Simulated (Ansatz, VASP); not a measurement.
# Cross-check of GaN between VASP and Ansatz, part 2 of 2

One calculation is typed for both programs; each brings its own data sets and cutoff. How far apart do they land?

VASP 6.6.1 and Ansatz 0.2.0.

So far: Starting point; VASP: G0W0 gap, PBE.

In doubt: GW ran without a cut-off Coulomb interaction for the vacuum, so the values of those runs are not to be relied on.

## (3) Ansatz: G0W0 gap, PBE

Level of this step: Ansatz beside VASP: Kohn-Sham DFT, plane waves, PBE, G0W0 (Ansatz).

Ansatz runs on its default PAW (the set named soft_2) files.

The same cell, functional and mesh now go to Ansatz, which takes its cutoff from its data sets.

File input.yaml:

```yaml
crystal:
  lattice:
    - [2.9648888402, 0.0, 0.0]
    - [-1.4824444201, 2.567669055, 0.0]
    - [0.0, 0.0, 8.0]
  atoms:
    - { symbol: Ga, position: [0.3333333333, 0.6666666667, 0.4987806884] }
    - { symbol: "N", position: [0.6666666667, 0.3333333333, 0.5012193116] }
hamiltonian:
  xc: pbe
  pseudopotentials: { kind: paw }
kpoints:
  mp_grid: { grid: [9, 9, 1] }
scf:
  occupations: { method: fixed }
gw:
  n_empty_bands: 111
  ecut_chi: 90.0
  qp_bands: [v2, c2]
  qp_kpoints: band_edges
  screening: { model: contour_deformation }
```

Started as:

```bash
$ ansatz run input.yaml --threads 4 --pin off --max-ram 9216MiB --backend cpu --events-out ev --progress --plain --runs-dir out
```

Numbers of over 12 decimals in the logs are rounded to 6 here.

The log of the run:

```text
Engine: ansatz 0.2.0, aarch64-unknown-linux-gnu
Pseudopotentials: kind: paw
Pseudopotential: Ga, paw, valence charge 13, recommended cutoff 420 eV (normal), Ga.paw.azcp
Pseudopotential: N, paw, valence charge 5, recommended cutoff 420 eV (normal), N.paw.azcp
Functional definition: PBE
  parameter kappa = 0.804
  parameter beta = 0.066725
  exchange = pbe_x(kappa = kappa, mu = beta*pi^2/3)
  correlation = pbe_c(beta = beta)
Crystal: 2 atoms, lattice volume = 60.903 Å³
Basis set: ecut = 420 eV, 1167 PW (Γ)
Bands: 13, of which v1, the nominal top of the filled ones, is band 9 counted from 1 (8 counted from 0)
Symmetry: 6 space group operations
Space group: P3m1 (ITA 156), of the structure as read, at distance tolerance 3.9e-5 Å
k-points: 12 of 81 (time reversal used)
Non-local potential: Ga, projectors of the file, l = 0: 2, l = 1: 2, l = 2: 3, l = 3: 1
Non-local potential: N, projectors of the file, l = 0: 2, l = 1: 2, l = 2: 1
PAW form: soft (Blöchl's): semilocal exchange-correlation on the pseudo side does not see the compensation charge
PAW one-centre angular grid: Ga, 590 points (default); XC on 64 Gauss nodes
PAW one-centre angular grid: N, 110 points (default); XC on 64 Gauss nodes
Initial density: superposition of atomic densities (neutral atoms: chi_scale 0, normalization atom), corrected by the library's trained network
Initial wavefunctions: pseudopotential atomic-orbital guess
Functional: x = pbe(κ = 0.804, μ = 0.219515), c = pbe(β = 0.066725)
SCF iter   1: F=—  HF=-4166.357871 eV  |F-HF|=—  |Δ(HF+E_count)|=         —  Δρ=3.49e-3  dr2=5.48e-3  ethr=1.77e-3  ⟨swp⟩=5.1  Hψ=788  notcnv=0  defer=23
preconditioner: auto → none  [insulator: Δε(μ)=2.520 eV  Ē_g=17.310 eV  n_scr=4 (ndim 8)  ℏωp=20.2 eV  f_vac=0.560  ε∞_Penn≈2.4]
SCF iter   2: F=—  HF=-4166.358847 eV  |F-HF|=—  |Δ(HF+E_count)|=   9.76e-4  Δρ=1.44e-3  dr2=9.27e-4  ethr=3.05e-5  ⟨swp⟩=2.8  Hψ=366  notcnv=0  defer=24
SCF iter   3: F=—  HF=-4166.360072 eV  |F-HF|=—  |Δ(HF+E_count)|=   1.23e-3  Δρ=9.50e-4  dr2=5.06e-4  ethr=5.15e-6  ⟨swp⟩=3.0  Hψ=306  notcnv=0  defer=24
SCF iter   4: F=—  HF=-4166.360022 eV  |F-HF|=—  |Δ(HF+E_count)|=   5.03e-5  Δρ=1.23e-4  dr2=6.42e-6  ethr=2.81e-6  ⟨swp⟩=2.2  Hψ=240  notcnv=0  defer=24
SCF iter   5: F=—  HF=-4166.360050 eV  |F-HF|=—  |Δ(HF+E_count)|=   2.76e-5  Δρ=4.10e-5  dr2=2.96e-6  ethr=3.57e-8  ⟨swp⟩=2.3  Hψ=288  notcnv=0  defer=24
SCF iter   6: F=-4166.360050 eV  HF=-4166.360050 eV  |F-HF|=4.44e-8  |Δ(HF+E_count)|=   2.72e-7  Δρ=9.77e-6  dr2=7.02e-8  ethr=5.56e-10  ⟨swp⟩=5.8  Hψ=800  notcnv=0
SCF 1 converged in 6 iterations: F = -4166.360050 eV  dr2 = 7.02e-8
  greatest PAW one-centre occupation: 0.996 electrons in one spin orbital (limit 2), on the Ga atom at site 0 (counted from 0), in its partial waves of l = 2
NSCF: frozen V_eff on 12 k-points
G₀W₀ screening: q 1/12
G₀W₀ screening: q 2/12 (q-point 7)
G₀W₀ screening: q 3/12 (q-point 8)
G₀W₀ screening: q 4/12 (q-point 11)
G₀W₀ screening: q 5/12 (q-point 2)
G₀W₀ screening: q 6/12 (q-point 3)
G₀W₀ screening: q 7/12 (q-point 4)
G₀W₀ screening: q 8/12 (q-point 5)
G₀W₀ screening: q 9/12 (q-point 6)
G₀W₀ screening: q 10/12 (q-point 9)
G₀W₀ screening: q 11/12 (q-point 10)
G₀W₀ screening: q 12/12
G₀W₀ self-energy: k 1/8
G₀W₀ self-energy: k 2/8
G₀W₀ self-energy: k 3/8
G₀W₀ self-energy: k 4/8
G₀W₀ self-energy: k 5/8
G₀W₀ self-energy: k 6/8
G₀W₀ self-energy: k 7/8
G₀W₀ self-energy: k 8/8
NSCF: frozen V_eff on 1 k-points
NSCF: frozen V_eff on 1 k-points
[...]
SCF converged after 6 iterations
Free energy (F): -4166.360050 eV
Harris-Foulkes:  -4166.360050 eV  (|F-HF|=4.44e-8)
Internal energy: -4166.360050 eV  (E = F + TS)
E sigma→0 (E₀):  -4166.360050 eV
Fermi energy:    0.614686 eV
--- Per-component energies (eV) ---
  E_band       = -169.406729
  E_kinetic    = 253.945604
  E_local      = -5152.073716  (includes V_loc(G=0)·N_el)
  E_nonlocal   = 473.297934
  E_hartree    = 2411.113519
  E_xc         = -131.396027
  E_vxc        = -137.213268  (∫ρ·V_xc dr)
  E_paw        = -2116.385999  (= ΣΔE_a)
  E_vpaw       = -429.577588  (= ΣTr[D̂ρ^β])
  E_aug_tail   = -0.000000  (compensation charges beyond the density's cutoff)
  E_ewald      = 95.138636
  E_smearing   = -0.000000  (= −TS)
  E_closure    = 0.000000  (closes the sum)
  Σ components = -4166.360050   (vs F -4166.360050, Δ=0.00e0)
--- Band table (eV; the first three rows and the last of 12) ---
  k-point 0: bands = [... 5 lower, -11.8608, -3.2444, 0.6147, 0.6147, 3.1498, 6.0600, 6.0991, 10.7518]
  k-point 1: bands = [... 5 lower, -11.8125, -2.9890, -0.4110, 0.2675, 3.6162, 6.1794, 6.5948, 11.0560]
  k-point 2: bands = [... 5 lower, -11.6474, -2.4452, -2.2746, -0.5346, 4.5412, 6.3750, 7.5816, 10.8576]
  k-point 11: bands = [... 5 lower, -10.0006, -5.5993, -4.8736, 0.1662, 5.9798, 9.2943, 9.6956, 10.5668]
--- G₀W₀: contour deformation, 6 samples at zero and on the imaginary axis and 1 off it, 81 q-points, 111 empty bands' worth ---
  eigenvalues of the whole cell's RPA ε∞ on this k-mesh (on a slab, of 1 + 4πα/V) = 1.4327, 2.6686, 2.6686; static W/v taken at q = 0 is 0.953914
  bands read: the sum over 120 bands ends inside a degenerate multiplet in 1 slot, whose members it reads at an even weight; the widest, k=0: bands 120 to 121 (counted from 1) at 1/2 each
  gw.qp_kpoints: band_edges: 8 of 12 stored k-points solved, in 1 pass; an edge of the gap read off the rows below is read off those points alone
    valence top: of the k-points left out ik 5 came nearest to being solved in a further pass, in band 9 (counted from 1, as in the quasiparticle table): it holds the edge there only if its correction is more favourable than any solved in that band by at least 1.024 eV; those differ by 0.201 eV
    conduction bottom: of the k-points left out ik 5 came nearest to being solved in a further pass, in band 10 (counted from 1, as in the quasiparticle table): it holds the edge there only if its correction is more favourable than any solved in that band by at least 1.091 eV; those differ by 0.379 eV
    ik  band        ε_KS         Σx   Σc(E_QP)       V_xc       Z   E_QP_lin       E_QP  E_QP is
     0     8      0.6147   -27.4720     3.2170   -23.1324  0.7865    -0.5264    -0.5078  root
     0     9      0.6147   -27.4720     3.2170   -23.1324  0.7865    -0.5264    -0.5078  root
     0    10      3.1498    -4.9339    -2.2998    -7.8553  0.8571     3.7758     3.7714  root
     0    11      6.0600    -4.2819    -2.5488    -7.7042  0.8354     6.9458     6.9334  root
     1     8     -0.4110   -26.6786     3.2938   -22.1843  0.7790    -1.6409    -1.6114  root
     1     9      0.2675   -27.0192     3.2724   -22.6050  0.7839    -0.8949    -0.8743  root
     1    10      3.6162    -4.6443    -2.1673    -7.3927  0.8573     4.2015     4.1974  root
     1    11      6.1794    -4.4502    -2.6510    -8.0253  0.8194     7.1106     7.1034  root
     3     8     -1.3555   -24.8984     3.5353   -20.1895  0.7704    -2.5589    -2.5291  root
     3     9     -1.2808   -20.2235     3.1991   -15.7553  0.7575    -2.5939    -2.5500  root
     3    10      5.7693    -4.4251    -2.5949    -7.7236  0.8429     6.4810     6.4728  root
     3    11      6.2042    -6.2314    -3.1450   -10.3946  0.8125     7.2411     7.2225  root
     4     8     -1.8569   -24.1479     3.6030   -19.3795  0.7664    -3.0527    -3.0222  root
     4     9     -0.4269   -21.3866     3.0665   -17.1592  0.7642    -1.6152    -1.5878  root
     4    10      5.5884    -5.9978    -3.2257   -10.1263  0.8247     6.5043     6.4912  root
     4    11      6.9578    -7.7470    -3.3493   -12.1440  0.8212     8.0258     8.0056  root
     6     8     -1.6425   -19.8719     3.2843   -15.2866  0.7533    -2.9945    -2.9434  root
     6     9     -1.5152   -24.8172     3.5404   -20.0751  0.7674    -2.7529    -2.7169  root
     6    10      5.3831    -3.6227    -2.3563    -6.5768  0.8520     5.9871     5.9809  root
     6    11      6.3733    -6.0517    -3.0973   -10.1963  0.8102     7.4419     7.4206  root
     8     8     -2.5910   -23.6117     3.7247   -18.6907  0.7573    -3.8269    -3.7872  root
     8     9     -0.1937   -21.7737     3.0472   -17.6013  0.7652    -1.3434    -1.3190  root
     8    10      5.5801    -5.7795    -3.2869    -9.9529  0.8262     6.4791     6.4666  root
     8    11      7.7415    -8.5185    -3.6031   -13.2852  0.8078     8.9368     8.9050  root
    10     8     -3.8541   -22.7566     4.0067   -17.5274  0.7320    -5.1212    -5.0766  root
    10     9     -0.0844   -21.8919     3.0237   -17.7562  0.7658    -1.2200    -1.1964  root
    10    10      5.8900    -5.8856    -3.4190   -10.2553  0.8194     6.8559     6.8406  root
    10    11      8.3332    -5.3012    -3.1652    -9.3398  0.8049     9.2304     9.2066  root
    11     8     -4.8736   -21.6255     4.2752   -16.1423  0.7155    -6.1427    -6.0816  root
    11     9      0.1662   -22.3453     3.0078   -18.2692  0.7666    -0.9226    -0.9021  root
    11    10      5.9798    -5.6896    -3.5590   -10.2087  0.8183     6.9561     6.9399  root
    11    11      9.2943    -7.9060    -4.0303   -13.1596  0.7727    10.5703    10.5176  root
```

Elapsed: 23 s, on 4 threads of Arm Neoverse N1, shared host; peak memory 0.47 GiB.

Reading the cycles: dr2 is the Hartree energy of the density residual (eV), the measure of convergence; HF is the Harris–Foulkes estimate of the energy, which meets the free energy F at convergence.

## (4) Comparison

Known differences besides the potentials themselves: the two programs' PAW sets differ in cores and partial waves; the cutoff is 420 eV in Ansatz and 450 eV in VASP; VASP leaves aspherical gradient terms in its spheres out (LASPH is not set), Ansatz keeps them; Ansatz integrates over frequency by contour deformation, VASP on a grid of NOMEGA points. Total energies have different zeros and are not compared.

Compared:

```csv
quantity,Ansatz,VASP,difference
G0W0 gap on the mesh (eV),4.30,4.24,+0.06
PBE gap under it (eV),2.54,2.55,-0.02
```

## (5) Outcome

```
difference in G0W0 gap on the mesh (G0W0 gap, PBE) : 0.058 eV
```

**Reading.** The difference in G0W0 gap on the mesh is 0.058 eV (G0W0 gap, PBE), within the 0.15 eV picked in this series as the mark of a large difference. How closely two codes agree says nothing of how well the functional describes the real material.

[Lines on the potential files, build, host, timing and source positions are cut from VASP's logs without a mark.]

[Logs are printed without paths, hosts, clocks, repeated set-up lines and the standing remarks that a program may print on its own settings, such as how far it seeks lower states.]

[Hosts, paths, dates, database ids (printed as entryN), source tags and the programs' standing remarks are cut or masked in the printed files.]
